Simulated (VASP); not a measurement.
The system is CdF2.

```
CELL_PARAMETERS angstrom
0.00000 2.69697 2.69697
2.69697 0.00000 2.69697
2.69697 2.69697 0.00000
ATOMIC_POSITIONS crystal
Cd 0.00000 0.00000 0.00000
F 0.25000 0.25000 0.25000
F 0.75000 0.75000 0.75000
```

Base run:

| Item | Value |
| --- | --- |
| Program | VASP 6.6.1 |
| Functional | PBE-EpsX |
| Potentials or basis | VASP PAW PBE potentials, release 64 (Cd, F) |
| Cutoff | 520 eV |
| k mesh | 6 × 6 × 6 |
| Occupations | gaussian, width 0.03 eV |
| Spin | no spin polarisation |

Its results: band gap on the k mesh 7.19 eV, indirect (least direct gap 7.78 eV); pressure 0.6 GPa.

Task: The run is repeated on the same cell with these changes: functional from PBE-EpsX to PBE0. What comes out?

Result: Band gap on the k mesh 5.92 eV, indirect (least direct gap 6.48 eV); pressure 2.0 GPa.

Caveats: the PAW data sets were made with another functional, which shifts forces and pressure a little.
